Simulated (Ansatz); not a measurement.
What a change of settings does to a run on Fe

The cell comes from COD entry 1534888, which wasn't checked; take it as a given geometry. The listed cell was then made from it by scaling, straining or moving an atom.

First run: DFT, r2SCAN, PAW with Ansatz's default frozen-core files, scalar-relativistic (Ansatz 0.2.0).

Command: `ansatz run input.yaml --threads 1 --pin off --max-ram 3072MiB --backend cpu --events-out ev --progress --plain --runs-dir out` The run took about 67 s on 1 thread of a shared machine.

```yaml
crystal:
  lattice:
    - [0.0, 1.7595652491, 1.7595652491]
    - [1.7595652491, 0.0, 1.7595652491]
    - [1.7595652491, 1.7595652491, 0.0]
  atoms:
    - { symbol: Fe, position: [0.0, 0.0, 0.0], spin: 3.0 }
magnetization:
  spin_polarized: true
kpoints:
  mp_grid: { grid: [16, 16, 16] }
scf:
  occupations: { method: fermi_dirac, width: 0.05 }
hamiltonian:
  xc: r2scan
  pseudopotentials: { kind: paw }
output:
  forces: true
  stress: true
  efg: { contact_densities: true }
relax:
  f_tol: 0.005
  max_steps: 80
  cell: {}
```

Result: converged; relaxed volume 12.119 Å³/atom; moment 2.80 μB; 81 SCF iterations in all.

The input is then changed:

```diff
@@ -15,4 +15,5 @@
   xc: r2scan
   pseudopotentials: { kind: paw }
+  dispersion: d4
 output:
   forces: true
```

(1) What does the second run give?

Answers

(1) It converged; relaxed volume 12.031 Å³/atom; moment 2.80 μB; 73 SCF iterations in all.
